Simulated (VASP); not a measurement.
Write the native input for VASP 6.6.1 that does the following.

| Quantity | Value |
| --- | --- |
| Task | relaxation of the atoms |
| Functional | LDA |
| Potentials or basis | VASP PAW LDA potentials, release 64 (As, Pt) |
| Cutoff | 600 eV |
| k mesh | 6 × 6 × 6 |
| Occupations | gaussian, width 0.03 eV |
| Spin | no spin polarisation |
| Further INCAR settings | ALGO = Normal; EDIFF = 1e-07; IBRION = 2; EDIFFG = -0.01; NSW = 40 |

The structure of As2Pt (Sperrylite) lies in POSCAR:

```
As2Pt                                   
1.0
    5.8708408620      0.0000000000      0.0000000000
    0.0000000000      5.8708408620      0.0000000000
    0.0000000000      0.0000000000      5.8708408620
  As              Pt            
     8     4
Direct
     0.3830144512340610    0.3830144512340610    0.3830144512340610
     0.1169855487659390    0.6169855487659390    0.8830144512340610
     0.8830144512340610    0.1169855487659390    0.6169855487659390
     0.6169855487659390    0.8830144512340610    0.1169855487659390
     0.6169855487659390    0.6169855487659390    0.6169855487659390
     0.8830144512340610    0.3830144512340610    0.1169855487659390
     0.1169855487659390    0.8830144512340610    0.3830144512340610
     0.3830144512340610    0.1169855487659390    0.8830144512340610
     0.0000000000000000    0.0000000000000000    0.0000000000000000
     0.5000000000000000    0.0000000000000000    0.5000000000000000
     0.5000000000000000    0.5000000000000000    0.0000000000000000
     0.0000000000000000    0.5000000000000000    0.5000000000000000
```

The cell isn't the ideal one: a relaxed cell with its volume scaled by 0.96.

One way to write it, as run:

INCAR

```
SYSTEM = As2Pt
  PREC = Accurate
  ENCUT = 600
  EDIFF = 1E-7
  ISMEAR = 0
  SIGMA = 0.03
  LREAL = .FALSE.
  LASPH = .TRUE.
  NELM = 80
  ALGO = Normal
  ISIF = 2
  LWAVE = .FALSE.
  LCHARG = .FALSE.
  GGA = CA
  IBRION = 2
  NSW = 40
  EDIFFG = -0.01
  KPAR = 4
```

KPOINTS

```
Automatic mesh
0
G
  6 6 6
  0 0 0
```

Potentials or basis: VASP PAW LDA potentials, release 64 (As, Pt).

Command:

```console
$ cat potpaw_LDA.64/As/POTCAR potpaw_LDA.64/Pt/POTCAR > POTCAR
$ mpirun -np 4 vasp_std > vasp.out
```

It gave:

| Property | Result |
| --- | --- |
| Energy gained by relaxing | 0.0 meV/atom |
| Ionic steps | 2 |
| Pressure after relaxing | 7.4 GPa |
| Largest force after relaxing | 0.005 eV/Å |
| Band gap on the k mesh | 0.48 eV, indirect (least direct gap 1.25 eV) |

Caveat: spin-orbit coupling is left out, which moves the levels of the heavy elements.

Run time: 49 s on 4 MPI ranks on AMD EPYC 9R45 96-Core Processor (Zen 5), with other jobs on the host, peak memory 0.39 GiB a rank.
